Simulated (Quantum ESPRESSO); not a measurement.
# CuO (Tenorite) (Cc) in Quantum ESPRESSO: reference runs

Reference runs on CuO (Tenorite): the cell as given.

Everything below comes from runs of Quantum ESPRESSO 7.5. Logs are shortened: lines on timing, memory, paths and dates and some standing lists are left out, and cuts for length are marked.

## Step 1: The crystal as given

The structure is monoclinic, space group Cc (No. 9). The conventional cell has a = 4.689 Å, b = 3.427 Å, c = 5.132 Å, α = 90.00°, β = 99.65°, γ = 90.00°. Around Cu (site symmetry 1) lie 4 O at 1.91 to 2.02 Å. O (site symmetry 1) has 4 Cu at 1.91 to 2.02 Å as nearest neighbours.

## Step 2: Single point, PBE

pw.in reads:

```
&CONTROL
  calculation = 'scf'
  prefix = 'pwscf'
  outdir = './tmp'
  pseudo_dir = './pseudo'
  tprnfor = .true.
  tstress = .true.
  disk_io = 'low'
/
&SYSTEM
  ibrav = 0
  celldm(1) = 8
  nat = 4
  ntyp = 2
  ecutwfc = 55
  ecutrho = 440
  nbnd = 25
  occupations = 'smearing'
  smearing = 'fd'
  degauss = 0.00367493
/
&ELECTRONS
  conv_thr = 8d-10
  electron_maxstep = 120
  mixing_beta = 0.5
/
ATOMIC_SPECIES
Cu    63.5460 Cu.paw.z_11.ld1.psl.v1.0.0-low.upf
O     15.9990 O.pbe-n-kjpaw_psl.0.1.UPF
CELL_PARAMETERS alat
  0.5538432947630  -0.4047320927417   0.0000000000000
  0.5538432947630   0.4047320927417   0.0000000000000
 -0.2032765058352   0.0000000000000   1.1951186408959
ATOMIC_POSITIONS crystal
Cu     0.4968000000    0.0032000000    0.5000000000
Cu     0.0032000000    0.4968000000    0.0000000000
O      0.4056000000    0.5714000000    0.7537000000
O      0.5714000000    0.4056000000    0.2537000000
K_POINTS automatic
10 10 5 0 0 0
```

pp_density.in reads:

```
&INPUTPP
  prefix = 'pwscf'
  outdir = './tmp'
  filplot = 'density.dat'
  plot_num = 0
/
&PLOT
  nfile = 1
  filepp(1) = 'density.dat'
  iflag = 3
  output_format = 6
  fileout = 'density.cube'
/
```

pp_potential.in reads:

```
&INPUTPP
  prefix = 'pwscf'
  outdir = './tmp'
  filplot = 'potential.dat'
  plot_num = 11
/
&PLOT
  nfile = 1
  filepp(1) = 'potential.dat'
  iflag = 3
  output_format = 6
  fileout = 'potential.cube'
/
```

Potentials or basis: SSSP 1.3 efficiency PBE.

Started as:

```console
> OMP_NUM_THREADS=1 mpirun -n 2 pw.x -nk 2 -in pw.in > pw.out
> OMP_NUM_THREADS=1 mpirun -n 1 pp.x -in pp_density.in > pp_density.out
> OMP_NUM_THREADS=1 mpirun -n 1 pp.x -in pp_potential.in > pp_potential.out
```

pw.out:

```text
This program is part of the open-source Quantum ESPRESSO suite
     for quantum simulation of materials; please cite
         "P. Giannozzi et al., J. Phys.:Condens. Matter 21 395502 (2009);
         "P. Giannozzi et al., J. Phys.:Condens. Matter 29 465901 (2017);
         "P. Giannozzi et al., J. Chem. Phys. 152 154105 (2020);
     in publications or presentations arising from this work. More details at

     file Cu.paw.z_11.ld1.psl.v1.0.0-low.upf: wavefunction(s)  4S 3D renormalized
     file O.pbe-n-kjpaw_psl.0.1.UPF: wavefunction(s)  2P renormalized
     Message from routine setup:
     using ibrav=0 with symmetry is DISCOURAGED, use correct ibrav instead

     K-points division:     npool     =       2
     Subspace diagonalization in iterative solution of the eigenvalue problem:
     a serial algorithm will be used

     G-vector sticks info
     --------------------
     sticks:   dense  smooth     PW     G-vecs:    dense   smooth      PW
     Sum        1009     499    163                42765    15113    2697

     Using Slab Decomposition

     bravais-lattice index     =            0
     lattice parameter (alat)  =       8.0000  a.u.
     unit-cell volume          =     274.3251 (a.u.)^3
     number of atoms/cell      =            4
     number of atomic types    =            2
     number of electrons       =        34.00
     number of Kohn-Sham states=           25
     kinetic-energy cutoff     =      55.0000  Ry
     charge density cutoff     =     440.0000  Ry
     scf convergence threshold =      8.0E-10
     mixing beta               =       0.5000
     number of iterations used =            8  plain     mixing
     Exchange-correlation= SLA  PW   PBX  PBC
                           (   1   4   3   4   0   0   0)

     celldm(1)=   8.000000  celldm(2)=   0.000000  celldm(3)=   0.000000
     celldm(4)=   0.000000  celldm(5)=   0.000000  celldm(6)=   0.000000

     crystal axes: (cart. coord. in units of alat)
               a(1) = (   0.553843  -0.404732   0.000000 )
               a(2) = (   0.553843   0.404732   0.000000 )
               a(3) = (  -0.203277   0.000000   1.195119 )

     reciprocal axes: (cart. coord. in units 2 pi/alat)
               b(1) = (  0.902782 -1.235385  0.153553 )
               b(2) = (  0.902782  1.235385  0.153553 )
               b(3) = ( -0.000000  0.000000  0.836737 )

     PseudoPot. # 1 for Cu read from file:
     Cu.paw.z_11.ld1.psl.v1.0.0-low.upf
     Pseudo is Projector augmented-wave + core cor, Zval = 11.0
     Generated using &quot;atomic&quot; code by A. Dal Corso  v.6.3MaX
     Shape of augmentation charge: PSQ
     Using radial grid of 1199 points,  6 beta functions with:
                l(1) =   0
                l(2) =   0
                l(3) =   1
                l(4) =   1
                l(5) =   2
                l(6) =   2
     Q(r) pseudized with 0 coefficients

     PseudoPot. # 2 for O  read from file:
     O.pbe-n-kjpaw_psl.0.1.UPF
     Pseudo is Projector augmented-wave + core cor, Zval =  6.0
     Generated using "atomic" code by A. Dal Corso  v.5.0.99 svn rev. 10869
     Shape of augmentation charge: BESSEL
     Using radial grid of 1095 points,  4 beta functions with:
                l(1) =   0
                l(2) =   0
                l(3) =   1
                l(4) =   1
     Q(r) pseudized with 0 coefficients

     atomic species   valence    mass     pseudopotential
     Cu               11.00    63.54600     Cu( 1.00)
     O                 6.00    15.99900     O ( 1.00)

      2 Sym. Ops. (no inversion) found ( 1 have fractional translation)

   Cartesian axes

     site n.     atom                  positions (alat units)
         1        Cu     tau(   1) = (   0.1752834  -0.1997758   0.5975593  )
         2        Cu     tau(   2) = (   0.2769216   0.1997758   0.0000000  )
         3        O      tau(   3) = (   0.3878954   0.0671046   0.9007609  )
         4        O      tau(   4) = (   0.4895336  -0.0671046   0.3032016  )

     number of k points=   141  Fermi-Dirac smearing, width (Ry)=  0.0037

     Number of k-points >= 100: set verbosity='high' to print them.

     Dense  grid:    42765 G-vectors     FFT dimensions: (  40,  40,  72)

     Smooth grid:    15113 G-vectors     FFT dimensions: (  25,  25,  48)

     Initial potential from superposition of free atoms

     starting charge      33.9995, renormalised to      34.0000
     Starting wfcs are   26 randomized atomic wfcs
     Checking if some PAW data can be deallocated...

     Self-consistent Calculation

     iteration #  1     ecut=    55.00 Ry     beta= 0.50
     Davidson diagonalization with overlap
     ethr =  1.00E-02,  avg # of iterations =  4.7

     total energy              =    -508.89151183 Ry
     estimated scf accuracy    <       1.02628874 Ry

     iteration #  2     ecut=    55.00 Ry     beta= 0.50
     Davidson diagonalization with overlap
     ethr =  3.02E-03,  avg # of iterations =  2.0

     total energy              =    -509.09390019 Ry
     estimated scf accuracy    <       1.96048242 Ry

     iteration #  3     ecut=    55.00 Ry     beta= 0.50
     Davidson diagonalization with overlap
     ethr =  3.02E-03,  avg # of iterations =  2.0

     total energy              =    -509.38735946 Ry
     estimated scf accuracy    <       0.01236875 Ry

     iteration #  4     ecut=    55.00 Ry     beta= 0.50
     Davidson diagonalization with overlap
     ethr =  3.64E-05,  avg # of iterations =  4.2

     total energy              =    -509.38955620 Ry
     estimated scf accuracy    <       0.00220888 Ry

     iteration #  5     ecut=    55.00 Ry     beta= 0.50
     Davidson diagonalization with overlap
     ethr =  6.50E-06,  avg # of iterations =  3.2

     total energy              =    -509.38971068 Ry
     estimated scf accuracy    <       0.00004659 Ry

     iteration #  6     ecut=    55.00 Ry     beta= 0.50
     Davidson diagonalization with overlap
     ethr =  1.37E-07,  avg # of iterations =  3.5

     total energy              =    -509.38972402 Ry
     estimated scf accuracy    <       0.00000559 Ry

     iteration #  7     ecut=    55.00 Ry     beta= 0.50
     Davidson diagonalization with overlap
     ethr =  1.64E-08,  avg # of iterations =  2.1

     total energy              =    -509.38972507 Ry
     estimated scf accuracy    <       0.00000120 Ry

     iteration #  8     ecut=    55.00 Ry     beta= 0.50
     Davidson diagonalization with overlap
     ethr =  3.52E-09,  avg # of iterations =  1.3

     total energy              =    -509.38972524 Ry
     estimated scf accuracy    <       0.00000002 Ry

     iteration #  9     ecut=    55.00 Ry     beta= 0.50
     Davidson diagonalization with overlap
     ethr =  7.33E-11,  avg # of iterations =  3.5

     total energy              =    -509.38972525 Ry
     estimated scf accuracy    <          3.5E-09 Ry

     iteration # 10     ecut=    55.00 Ry     beta= 0.50
     Davidson diagonalization with overlap
     ethr =  1.03E-11,  avg # of iterations =  2.1

     End of self-consistent calculation

     Number of k-points >= 100: set verbosity='high' to print the bands.

     the Fermi energy is     9.8108 ev

!    total energy              =    -509.38972526 Ry
     total all-electron energy =     -6920.843042 Ry
     estimated scf accuracy    <          3.9E-10 Ry
     smearing contrib. (-TS)   =      -0.00140668 Ry
     internal energy E=F+TS    =    -509.38831858 Ry

     The total energy is F=E-TS. E is the sum of the following terms:
     one-electron contribution =     -82.61822822 Ry
     hartree contribution      =      81.82064274 Ry
     xc contribution           =    -104.00742557 Ry
     ewald contribution        =    -205.84197510 Ry
     one-center paw contrib.   =    -198.74133242 Ry

     convergence has been achieved in  10 iterations

     Forces acting on atoms (cartesian axes, Ry/au):

     atom    1 type  1   force =    -0.02497895   -0.01381791    0.00967933
     atom    2 type  1   force =    -0.02497895    0.01381791    0.00967933
     atom    3 type  2   force =     0.02497895   -0.01153216   -0.00967933
     atom    4 type  2   force =     0.02497895    0.01153216   -0.00967933

     Total force =     0.059316     Total SCF correction =     0.000007

     Computing stress (Cartesian axis) and pressure

          total   stress  (Ry/bohr**3)                   (kbar)     P=       54.17
   0.00035553  -0.00000000  -0.00012064           52.30       -0.00      -17.75
   0.00000000   0.00042749   0.00000000            0.00       62.89        0.00
  -0.00012064  -0.00000000   0.00032171          -17.75       -0.00       47.33

=------------------------------------------------------------------------------=
   JOB DONE.
=------------------------------------------------------------------------------=
```

Wall time 32 s (2 MPI ranks of Intel Xeon 6975P-C (Granite Rapids), shared host); peak memory 0.38 GiB.

Results:

| Item | Value |
| --- | --- |
| Free energy | -6930.6003 eV |
| Pressure | 5.4 GPa |
| Largest force | 0.775 eV/Å |
| Band gap on the k mesh | none (metal or under the smearing width) |

Forces on the atoms (eV/Å):
```
Cu  -0.642 -0.355  0.249
Cu  -0.642  0.355  0.249
O    0.642 -0.297 -0.249
O    0.642  0.297 -0.249
```

Levels at points of the mesh, in eV from the Fermi level:
```csv
k point,band 15,band 16,band 17,band 18,band 19,band 20
"(0.00, 0.00, 0.00)",-2.13,-1.65,0.21,0.92,1.68,6.01
"(0.00, -0.50, 0.00)",-1.49,-1.39,-0.03,0.29,4.86,6.27
"(-0.50, -0.50, 0.00)",-1.66,-1.22,-0.65,1.06,3.34,7.00
```

Caveat: the run has no spin polarisation, though such a crystal can be magnetic; semilocal functionals often make such compounds metallic where correlation or magnetic order opens a gap, which also shifts bond lengths. With open d or f shells a metallic result of PBE can be an artefact of self-interaction; +U or a hybrid may open a gap.
